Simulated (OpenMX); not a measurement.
Runs of OpenMX 3.8.5 on Sb. Symmetry: Fm-3m, No. 225, cubic system. Conventional cell: a = 4.742 Å, b = 4.742 Å, c = 4.742 Å, α = 90.00°, β = 90.00°, γ = 90.00°. Sb (site symmetry m-3m) has 12 Sb at 3.35 Å as nearest neighbours. This isn't the form of Sb at room conditions, which is rhombohedral.

```tsv
level	gap on the mesh (eV)	pressure (GPa)
PBE	none	(a)
PBE+D4	none	0.2
PBE+D3(BJ)	none	0.2
PBE+D3	none	1.4
```

Alike in all rows: task single point; potentials or basis OpenMX 2013 PBE set, Sb7.0-s3p2d2, grid cutoff 500 Ry; no spin polarisation; cell as given; k mesh 7 × 7 × 7; smearing fermi-dirac 0.05 eV.

Question: Fill in the values left out.

Answer: (a) 3.3.

Caveats: the basis of atomic orbitals isn't converged, which shifts pressures, moduli and gaps; pairwise dispersion overbinds metals, which lowers pressure and volume (some runs).

A k mesh can miss the band edges, and the runs leave out spin-orbit coupling on Sb.

A gap of «none» marks a metal or a gap under the smearing width.
